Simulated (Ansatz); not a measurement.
# CuZn: changing the functional

The cell as given:

Symmetry: Pm-3m, No. 221, cubic system. Conventional cell: a = 2.945 Å, b = 2.945 Å, c = 2.945 Å, α = 90.00°, β = 90.00°, γ = 90.00°. Zn (site symmetry m-3m) is surrounded by 8 Cu at 2.55 Å. Cu (site symmetry m-3m) is surrounded by 8 Zn at 2.55 Å.

Kept alike: task relaxation of cell and atoms; k mesh 9 × 9 × 9; occupations fermi-dirac, width 0.05 eV; no spin polarisation. Program: Ansatz, Ansatz PAW. Cutoffs run from 420 to 500 eV. The mesh is that of the run's cell of 2 atoms. No spin-orbit coupling.

| run | volume (Å³/atom) |
| --- | --- |
| A | 13.554 |
| B | 12.458 |
| C | 12.321 |
| D | 13.043 |
| E | 13.409 |
| F | 11.837 |
| G | 13.928 |

The relaxations keep at least the cell's symmetry (Pm-3m). For a metal such a mesh leaves the last digits unconverged. Relaxations stop with a little pressure left, so the last digits of a volume or edge aren't settled. Ansatz's relaxations hold a Pulay term in the stress (up to 0.2 GPa here). All rows use potentials made for PBE.

The runs differ in the functional (and the cutoff that goes with it) alone: BLYP; LDA; PBE; PBEsol; RPBE; r2SCAN; revPBE. Which run is which?

Run A is RPBE; run B is r2SCAN; run C is PBEsol; run D is PBE; run E is revPBE; run F is LDA; run G is BLYP. The volume runs from 11.837 (LDA) to 13.928 Å³/atom (BLYP). From PBE: BLYP +0.885; LDA -1.206; PBEsol -0.722; RPBE +0.511; r2SCAN -0.585; revPBE +0.366.
